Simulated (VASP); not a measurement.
## GaP (F-43m) under uniaxial stress along [001]

Strain engineering needs slopes: what does uniaxial stress along [001] do to the lattice and the band edges of GaP?

Method: LDA; plane waves and PAW (Ga_d, P), in the first sound run; inputs show where later runs differ, in VASP 6.6.1.

This is a report of a sequence of runs, with most program output left out.

## 1. Starting point

It takes space group F-43m (No. 216, cubic). The conventional cell has a = 5.451 Å, b = 5.451 Å, c = 5.451 Å, α = 90.00°, β = 90.00°, γ = 90.00°. Ga has 4 P at 2.36 Å nearest. P has 4 Ga at 2.36 Å nearest. Farther neighbours are not listed.

As a file:

```cif
data_structure
_symmetry_space_group_name_H-M 'P 1'
_symmetry_Int_Tables_number 1
_cell_length_a 3.8544
_cell_length_b 3.8544
_cell_length_c 3.8544
_cell_angle_alpha 60.000
_cell_angle_beta 60.000
_cell_angle_gamma 60.000
_cell_volume 40.49
loop_
_atom_site_label
_atom_site_type_symbol
_atom_site_fract_x
_atom_site_fract_y
_atom_site_fract_z
_atom_site_occupancy
Ga1 Ga 0.00000 0.00000 0.00000 1
P2 P 0.25000 0.25000 0.25000 1
```

## 2. Relax the crystal, LDA

The series starts from the cell that this level prefers, so that zero strain is near zero stress.

This step took 2 runs in a row; the last is shown.

Level: LDA; plane waves and PAW (Ga_d, P).

INCAR

```
SYSTEM = GaP
PREC = Accurate
ENCUT = 450
EDIFF = 1E-07
NELM = 120
ISMEAR = 0
SIGMA = 0.02
LREAL = .FALSE.
ALGO = Normal
GGA = CA
NBANDS = 15
LASPH = .TRUE.
LORBIT = 11
LWAVE = .FALSE.
LCHARG = .FALSE.
KPAR = 12
IBRION = 2
NSW = 40
ISIF = 3
EDIFFG = -0.005
POTIM = 0.4
```

POSCAR

```
GaP
1.0
    0.0000000000      2.6961434037      2.6961434037
    2.6961434037      0.0000000000      2.6961434037
    2.6961434037      2.6961434037      0.0000000000
Ga P
1 1
Direct
    0.0000000000      0.0000000000      0.0000000000
    0.2500000000      0.2500000000      0.2500000000
```

KPOINTS

```
Automatic mesh
0
Gamma
10 10 10
0 0 0
```

The projector-augmented-wave data sets are Ga_d and P (LDA family, release 64).

Launch:

```bash
$ mpirun -np 12 vasp_std
```

Wall time 4.6 s (12 MPI ranks of Intel Xeon 6975P-C (Granite Rapids), shared host); peak memory 1.8 GiB.

This run gave:

- energy(sigma→0) of the program: -10.4526 eV
- stress, compression positive: xx, yy, zz -0.01, -0.01, -0.01 GPa
- volume: 39.198 Å³
- ionic steps: 1

## 3. Strain across the axis, LDA

One member in full: the axis is strained by 1 %, and the two directions across it are strained alike until their mean stress is under 0.012 GPa or five steps are spent.

This step took 2 runs, each at a new trial strain with the atoms of the one before; the last is shown.

Level: LDA; plane waves and PAW (Ga_d, P); cell typed or built by script.

Changes to INCAR since step 2:

```diff
@@ -15,7 +15,7 @@
 LCHARG = .FALSE.
-KPAR = 12
-IBRION = 2
-NSW = 40
-ISIF = 3
-EDIFFG = -0.005
-POTIM = 0.4
+KPAR = 3
+IBRION = 1
+NSW = 25
+ISIF = 2
+EDIFFG = -0.004
+POTIM = 0.3
```

POSCAR

```
GaP
1.0
    0.0000000000      2.6877272710      2.7231048380
    2.6877272710      0.0000000000      2.7231048380
    2.6877272710      2.6877272710      0.0000000000
Ga P
1 1
Direct
    0.0000000000      0.0000000000      0.0000000000
    0.2500000000      0.2500000000      0.2500000000
```

KPOINTS is that of step 2.

Launch:

```bash
$ mpirun -np 3 vasp_std
```

It took 13 s on 3 MPI ranks; peak memory 0.48 GiB.

Read from the output:

- energy(sigma→0) of the program: -10.4514 eV
- stress, compression positive: xx, yy, zz 0.01, 0.01, -1.04 GPa
- ionic steps: 1

## 4. Band edges, TB-mBJ with spin-orbit coupling

Short lines in KPOINTS_OPT sample the zone centre along and across the axis, for masses, and the other valleys.

Level: TB-mBJ, spin-orbit coupling; plane waves and PAW (Ga_d, P); cell typed or built by script.

TB-mBJ has no energy functional, so the total energy, stress and pressure in this output mean nothing.

INCAR

```
SYSTEM = GaP
PREC = Accurate
ENCUT = 450
EDIFF = 1E-06
NELM = 150
ISMEAR = 0
SIGMA = 0.02
LREAL = .FALSE.
ALGO = Normal
METAGGA = MBJ
LASPH = .TRUE.
LNONCOLLINEAR = .TRUE.
MAGMOM = 0 0 0 0 0 0
NBANDS = 28
GGA_COMPAT = .FALSE.
LSORBIT = .TRUE.
LWAVE = .FALSE.
LCHARG = .FALSE.
KPAR = 3
```

POSCAR is that of step 3.

KPOINTS

```
Automatic mesh
0
Gamma
8 8 8
0 0 0
```

KPOINTS_OPT

```
Line mode
6
Line-mode
Reciprocal
  0.00000000   0.00000000   0.00000000
  0.02166978   0.02166978   0.00000000

  0.00000000   0.00000000   0.00000000
  0.00000000  -0.02138825  -0.02138825

  0.31000000   0.31000000   0.00000000
  0.50000000   0.50000000   0.00000000

  0.00000000   0.31000000   0.31000000
  0.00000000   0.50000000   0.50000000

  0.45000000   0.45000000   0.45000000
  0.50000000   0.50000000   0.50000000

  0.45000000   0.00000000   0.00000000
  0.50000000   0.00000000   0.00000000

  0.42500000   0.42500000   0.00000000
  0.42500000   0.44638825   0.02138825

  0.50000000   0.50000000   0.50000000
  0.48487622   0.51512378   0.50000000
```

Launch:

```bash
$ mpirun -np 3 vasp_ncl
```

Run time: 3.4 min. Hardware: 3 MPI ranks; peak memory 1.2 GiB; 10 min of CPU time.

## 5. Band edges, r2SCAN with spin-orbit coupling

Level: r2SCAN, spin-orbit coupling; plane waves and PAW (Ga_d, P); cell typed or built by script.

Changes to INCAR since step 4:

```diff
@@ -4,3 +4,3 @@
 EDIFF = 1E-06
-NELM = 150
+NELM = 100
 ISMEAR = 0
@@ -9,3 +9,3 @@
 ALGO = Normal
-METAGGA = MBJ
+METAGGA = R2SCAN
 LASPH = .TRUE.
```

POSCAR is that of step 4.

KPOINTS is that of step 4.

KPOINTS_OPT is that of step 4.

Launch:

```bash
$ mpirun -np 3 vasp_ncl
```

The job ended after 5.7 min (3 MPI ranks; peak memory 1.2 GiB; 17 min of CPU time).

Numbers from this step:

* energy(sigma→0) of the program: -180.0883 eV
* stress, compression positive: xx, yy, zz 2.74, 2.74, 1.62 GPa

The run ends at a pressure of 2.37 GPa.

## 6. All members

Runs beyond LDA use the data sets made with LDA; this shifts their levels slightly, and their total energies have another zero (at TB-mBJ, which has no energy functional, they mean nothing).

The other members went through these steps as far as the tables show, with the same cutoff and, step by step, the same mesh; 34 runs are not shown. The session took 4.4 core hours (wall time by ranks) on a shared machine.

| strain along the axis (%) | strain across the axis (%) | stress along the axis, tension positive (GPa) | energy above the unstrained row (meV/atom) | gap on the mesh, LDA (eV) |
| --- | --- | --- | --- | --- |
| -2.000 | 0.638 | -1.976 | 2.554 | 1.129 |
| -1.500 | 0.474 | -1.495 | 1.460 | 1.197 |
| -1.000 | 0.313 | -1.006 | 0.672 | 1.265 |
| -0.500 | 0.150 | -0.510 | 0.188 | 1.334 |
| 0 | 0.000 | 0.006 | 0.000 | 1.402 |
| 0.500 | -0.160 | 0.516 | 0.151 | 1.372 |
| 1.000 | -0.312 | 1.041 | 0.604 | 1.343 |
| 1.500 | -0.460 | 1.575 | 1.376 | 1.315 |
| 2.000 | -0.600 | 2.121 | 2.469 | 1.288 |

Slopes at zero strain, from cubics through all rows: strain ratio -0.313, stress over strain 102 GPa.

Band edges at TB-mBJ with spin-orbit coupling, counted from the valence-band top at Γ, spin-orbit pairs averaged, with one row partly withheld:

| strain along the axis (%) | gap (eV) | conduction band at Γ (eV) | Δ or X valley along z (eV) | Δ or X valley along x (eV) | lowest conduction level at L, [111] (eV) | lowest conduction level at L, [-111] (eV) | second valence level below the top (eV) | third valence level below the top (eV) |
| --- | --- | --- | --- | --- | --- | --- | --- | --- |
| -2.000 | 2.037 | 3.157 | 2.037 | 2.260 | 2.572 | 2.572 | 0.138 | 0.199 |
| -1.500 | 2.103 | 3.169 | 2.103 | 2.269 | 2.599 | 2.599 | 0.101 | 0.164 |
| -1.000 | 2.169 | 3.179 | 2.168 | 2.278 | 2.623 | 2.623 | 0.065 | 0.130 |
| -0.500 | 2.232 | 3.187 | 2.231 | 2.285 | 2.643 | 2.643 | 0.030 | 0.100 |
| 0 | 2.289 | 3.188 | 2.288 | 2.288 | 2.655 | 2.655 | 0.000 | 0.079 |
| 0.500 | 2.261 | 3.159 | 2.314 | 2.260 | 2.635 | 2.635 | 0.022 | 0.098 |
| 1.000 | 2.233 | 3.128 | 2.341 | 2.232 | 2.613 | 2.613 | 0.033 | 0.127 |
| 1.500 | 2.206 | 3.096 | ? | 2.205 | 2.588 | 2.588 | 0.039 | 0.162 |
| 2.000 | 2.179 | 3.062 | 2.391 | 2.178 | 2.560 | 2.560 | 0.042 | 0.200 |

Conduction masses, in electron masses:

| strain along the axis (%) | conduction mass at Γ, along the strain axis or the normal of the plane | conduction mass at Γ, across the strain axis or in the plane | L [111] mass, longitudinal | L [111] mass, transverse along [1-10] |
| --- | --- | --- | --- | --- |
| -2.000 | 0.188 | 0.184 | 1.794 | 0.156 |
| -1.500 | 0.188 | 0.185 | 1.798 | 0.159 |
| -1.000 | 0.187 | 0.184 | 1.807 | 0.162 |
| -0.500 | 0.185 | 0.184 | 1.808 | 0.165 |
| 0 | 0.184 | 0.184 | 1.811 | 0.169 |
| 0.500 | 0.182 | 0.183 | 1.793 | 0.172 |
| 1.000 | 0.180 | 0.182 | 1.803 | 0.176 |
| 1.500 | 0.180 | 0.183 | 1.770 | 0.179 |
| 2.000 | 0.177 | 0.181 | 1.786 | 0.184 |

Band edges at r2SCAN with spin-orbit coupling, counted from the valence-band top at Γ, spin-orbit pairs averaged:

| strain along the axis (%) | gap (eV) | conduction band at Γ (eV) | Δ or X valley along z (eV) | Δ or X valley along x (eV) | lowest conduction level at L, [111] (eV) | lowest conduction level at L, [-111] (eV) | second valence level below the top (eV) | third valence level below the top (eV) |
| --- | --- | --- | --- | --- | --- | --- | --- | --- |
| -2.000 | 1.500 | 2.577 | 1.500 | 1.748 | 2.034 | 2.034 | 0.135 | 0.201 |
| -1.500 | 1.569 | 2.586 | 1.569 | 1.753 | 2.060 | 2.060 | 0.099 | 0.166 |
| -1.000 | 1.636 | 2.594 | 1.636 | 1.758 | 2.082 | 2.082 | 0.063 | 0.133 |
| -0.500 | 1.702 | 2.600 | 1.702 | 1.762 | 2.101 | 2.101 | 0.029 | 0.104 |
| 0 | 1.762 | 2.599 | 1.762 | 1.762 | 2.112 | 2.112 | 0.000 | 0.084 |
| 0.500 | 1.732 | 2.569 | 1.792 | 1.732 | 2.092 | 2.092 | 0.022 | 0.102 |
| 1.000 | 1.702 | 2.538 | 1.822 | 1.702 | 2.069 | 2.069 | 0.034 | 0.130 |
| 1.500 | 1.673 | 2.505 | 1.852 | 1.673 | 2.043 | 2.043 | 0.041 | 0.164 |
| 2.000 | 1.645 | 2.470 | 1.881 | 1.645 | 2.015 | 2.015 | 0.044 | 0.202 |

Conduction masses, in electron masses:

| strain along the axis (%) | conduction mass at Γ, along the strain axis or the normal of the plane | conduction mass at Γ, across the strain axis or in the plane | L [111] mass, longitudinal | L [111] mass, transverse along [1-10] |
| --- | --- | --- | --- | --- |
| -2.000 | 0.147 | 0.145 | 1.758 | 0.132 |
| -1.500 | 0.146 | 0.145 | 1.765 | 0.134 |
| -1.000 | 0.146 | 0.144 | 1.768 | 0.136 |
| -0.500 | 0.145 | 0.144 | 1.780 | 0.139 |
| 0 | 0.143 | 0.143 | 1.763 | 0.141 |
| 0.500 | 0.142 | 0.142 | 1.782 | 0.144 |
| 1.000 | 0.141 | 0.142 | 1.755 | 0.147 |
| 1.500 | 0.140 | 0.141 | 1.749 | 0.150 |
| 2.000 | 0.138 | 0.141 | 1.729 | 0.153 |

## 7. Working out the slope

The quantity to fit is the splitting of the Δ or X valleys (z less x) at TB-mBJ with spin-orbit coupling: -0.223, -0.166, -0.110, -0.054, 0.000, 0.054, 0.108, 0.212 eV in the rows shown.

Fitting a parabola to the 8 known rows (d: strain along the axis less the strain across it, in %) gives E = − 5.42e-4 d² + 0.08312 d − 9.77e-6 in eV; the residuals are 8.2e-5 eV r.m.s.

At d = 1.960 this predicts 0.1608 eV.

## 8. Checking the prediction

The calculation gives 0.1607 eV, so the prediction is 0.0001 eV too high.

The splitting is Ξu times d, with d as a fraction, so the linear term gives Ξu = 8.3 eV.

## 9. Results

```
Poisson ratio                                               : 0.313
Young's modulus along the axis                              : 102 GPa
gap of the unstrained cell, TB-mBJ with spin-orbit coupling : 2.29 eV
gap of the unstrained cell, r2SCAN with spin-orbit coupling : 1.76 eV
shear deformation potential Ξu of the Δ or X valleys        : 8.3 eV
error of the predicted row                                  : 0.1 meV
```

As a check, the curvature of the energy gives 103 GPa for the same modulus (energy per volume = E/2 × strain²), 1 % from the slope of the stress. At TB-mBJ with spin-orbit coupling the lowest conduction valley is Δ or X throughout, and the gap runs between 2.04 and 2.29 eV. At r2SCAN with spin-orbit coupling the lowest conduction valley is Δ or X throughout, and the gap runs between 1.50 and 1.76 eV. Hole masses are left out throughout, since the top bands are degenerate or cross in many series; of conduction masses, those of the Γ, L and (for Si and Ge under (001) strain) Δ valleys are kept where they change by under an eighth between rows. TB-mBJ is a potential fitted for gaps; it has no energy functional, so its total energies and forces mean nothing, and its bands tend to come out too narrow. r2SCAN opens gaps somewhat over GGA but leaves them below measured values as a rule. Δ or X levels are the lowest on their line, refined by a parabola unless they lie at X; the gap is read from all points sampled and can differ from the lowest valley by some meV, or by tens of meV where strain moves the valence top off Γ. Temperature, zero-point motion and excitons are left out.

[Lines on the potential files, build, host, timing and source positions are cut from VASP's logs without a mark.]

[Logs are printed without paths, hosts, clocks, repeated set-up lines and the standing remarks that a program may print on its own settings, such as how far it seeks lower states.]

[Hosts, paths, dates, database ids (printed as entryN), source tags and the programs' standing remarks are cut or masked in the printed files.]

[In band tables of VASP the shares of atoms and orbitals are scaled to a sum of 1 inside the atoms' spheres.]
